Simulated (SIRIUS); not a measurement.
Crystal: Al.

```
Al
1.0
    -1.59122    1.59122    1.59122
     1.59122   -1.59122    1.59122
     1.59122    1.59122   -1.59122
Al
1
Direct
  0.00000 0.00000 0.00000
```

This isn't the form of Al at room conditions, which is fcc.

| Property | Result |
| --- | --- |
| Program | SIRIUS 7.12.0 |
| Task | single point |
| Functional | PBEsol |
| Potentials or basis | all-electron FP-LAPW |
| Cutoff | 158 eV |
| Basis | apw+lo standard |
| k mesh | 12 × 12 × 12 |
| Occupations | fermi-dirac, width 0.05 eV |
| Spin | no spin polarisation |

On this cell: band gap on the k mesh none (metal or under the smearing width).

The same run follows on a disturbed copy (cell strained at random):

```
Al
1.0
    -1.69895    1.56431    1.60080
     1.63095   -1.58291    1.55140
     1.66037    1.54432   -1.61940
Al
1
Direct
  0.99931 0.01239 0.00585
```

Q: What does the disturbed cell give?

A: The energy (extrapolated to zero smearing) moves by +1.5 meV/atom; band gap on the k mesh none (metal or under the smearing width).
